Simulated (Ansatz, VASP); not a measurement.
## One calculation of LiF, two programs

```
Li F
1.0
     0.00000    2.03477    2.03477
     2.03477    0.00000    2.03477
     2.03477    2.03477    0.00000
Li F
1 1
Direct
  0.00000 0.00000 0.00000
  0.50000 0.50000 0.50000
```

Change from the starting cell: hydrostatic strain +2.0%.

Alike in both runs: task single point; functional r2SCAN; k mesh 10 × 10 × 10; no spin polarisation.

|  | VASP | Ansatz |
| --- | --- | --- |
| version | VASP 6.6.1 | Ansatz 0.2.0 |
| potentials or method | VASP PAW PBE potentials, release 64 (Li_sv, F) | plane waves, PAW |
| plane-wave cutoff (eV) | 520 | 500 |
| occupations | gaussian, width 0.01 eV | fixed |
| valence electrons in the cell | 10 | 10 |

Ansatz gave:

- gap on the k mesh at the Fermi level (eV): 9.78

Task: Which values does VASP return?

Result: gap on the k mesh at the Fermi level (eV): 9.97.

 A k mesh can miss the band edges.
